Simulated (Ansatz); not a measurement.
**MgO at 4 GPa: from Born charge to LO–TO splitting and polaron coupling**

All numbers below come from DFT PBEsol, scalar-relativistic, plane waves, PAW (Ansatz 0.2.0). Plane waves to 420 eV; Γ-centred k mesh 10×10×10; fixed occupations. No spin polarisation. Phonons by linear response, acoustic sum rule imposed.

The cell, relaxed at 4 GPa:
```xyz
2
Lattice="0.0000 2.0902 2.0902 2.0902 0.0000 2.0902 2.0902 2.0902 0.0000" Properties=species:S:1:pos:R:3 pbc="T T T"
Mg    0.0000    0.0000    0.0000
O     2.0902    2.0902    2.0902
```

Linear response gives ν_TO = 410.1 cm⁻¹, Born charges ±1.970 e (positive on Mg) and ε∞ = 3.217. The primitive cell holds 18.263 Å³, and the masses are 24.305 and 15.999 amu.

Task: Find ν_LO and the static dielectric constant.

Result: The long-wave field adds a restoring force: ω_LO² − ω_TO² = Z*²e²/(ε_vac ε∞ μV). In these units ν_LO² − ν_TO² = 4.92064×10⁷ Z*²/(μ V ε∞) cm⁻², with μ = m₁m₂/(m₁ + m₂) = 9.648 amu: 336883 cm⁻². So ν_LO = √(410.1² + 336883) = 710.7 cm⁻¹, and the run gives 710.7. Lyddane–Sachs–Teller then gives ε0 = ε∞ (ν_LO/ν_TO)² = 9.66, against 9.66 in the run (it forms both from the same three quantities, so the match checks the arithmetic only). Between ν_TO and ν_LO the dielectric function is negative and an undamped crystal reflects fully: a reststrahlen band from 14.1 to 24.4 μm.

Task: What do the Clausius–Mossotti polarisability and the Szigeti charge come to?

Result: With the Lorentz local field, α = (3V/4π)(ε∞ − 1)/(ε∞ + 2) = 1.85 Å³ for the pair, and e_S = 3Z*/(ε∞ + 2) = 1.13 e. The Born charge includes the electrons' response to the dipole's own local field, and e_S takes that enhancement out. The Lorentz field assumes point-like polarisable ions, a fair picture at this small ε∞.

Task: How strongly does a slow electron couple to the LO mode?

Result: For one isotropic parabolic band, Fröhlich's constant is α_F = (1/ε∞ − 1/ε0) √(m* Ry/ħω_LO), with Ry = 13.606 eV, ħω_LO = 88.1 meV and m* in free-electron masses: α_F = 0.2073 × 12.43 × √m* = 2.58 √m*. The band mass isn't part of this run; for m* = 0.1, 0.3 and 1 it gives 0.81, 1.41, 2.58. In weak coupling the polaron lies α_F ħω_LO below the band edge (124 meV at m* = 0.3) with a mass m*(1 + α_F/6); past α_F of about 5 or 6 that expansion fails. A semilocal functional's ε∞ tends to be too large, which taken alone lowers α_F.

Cost: 1 run of about 0.35 core-minutes, on AMD EPYC (Zen 3) (shared hosts).

The Born charge of 1.970 e lies close to the nominal ionic value, as expected for a closed-shell oxide with little dynamical charge transfer between O 2p and the empty Mg states. The wide LO–TO splitting follows from this nearly full charge acting on light ions in a compact cell, where tightly bound electrons screen the long-range field only weakly. Ionic displacement therefore supplies most of the static dielectric constant.

The much smaller Szigeti charge doesn't mean that the bond is half covalent. It reflects short-range overlap, which deforms the ions as they move and induces dipoles opposing those of the rigid charges.

For electrons, the conduction band minimum of MgO is s-like and dispersive, so a band mass well below the free-electron value is likely. This suggests weak to intermediate coupling and a large, mobile polaron. The estimate doesn't carry over to holes: the O 2p valence bands are flatter and degenerate at the top, and short-range lattice distortion can help to localise a hole.
